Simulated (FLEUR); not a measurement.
HfO2 under changes of volume

One of the cells (11.152 Å³/atom); the others are scaled copies at fixed shape and fractional positions:

```
CELL_PARAMETERS angstrom
0.00000 2.55750 2.55750
2.55750 0.00000 2.55750
2.55750 2.55750 0.00000
ATOMIC_POSITIONS crystal
Hf 0.00000 0.00000 0.00000
O 0.75000 0.75000 0.75000
O 0.25000 0.25000 0.25000
```

Measurements of this composition are mostly on another form, of space group No. 14.

```yaml
Program: FLEUR MaX-R8.1 (later development tree)
Functional: PBE
Potentials_or_basis: all-electron
Basis: FLAPW
Kmax: 4.86 1/bohr
k_mesh: 9 × 9 × 9
Occupations: fermi-dirac, width 0.05 eV
Spin: no spin polarisation
```

| volume (Å³/atom) | energy over the lowest point (meV/atom) | gap on the mesh (eV) |
| --- | --- | --- |
| 10.483 | 22.27 | 3.98 |
| 10.706 | 7.11 | 3.93 |
| 10.929 | 0.05 | 3.87 |
| 11.152 | 0.00 | 3.82 |
| 11.375 | 6.92 | 3.77 |
| 11.598 | ? | ? |
| 11.821 | 37.37 | 3.66 |

Problem. What does the run at 11.598 Å³/atom give?

Solution. Energy over the lowest point 19.53 meV/atom; gap on the mesh 3.71 eV.

Worked out: A Birch-Murnaghan fit of order 3 (a polynomial in V^(-2/3)) to the other rows has its minimum at 11.03 Å³/atom with B0 = V·E''(V) = 246 GPa and B' = 4.1. It gives 19.44 meV/atom at 11.598 Å³/atom, against the run's 19.53. A straight line through the other rows of the gap, of slope -2.66 eV per unit of ln V, gives 3.71 eV, against the run's 3.71.

Energies are extrapolated to zero smearing.

Caveats: spin-orbit coupling is left out, which moves the levels of the heavy elements; an odd mesh through Γ misses points on the zone boundary, where band edges often lie.
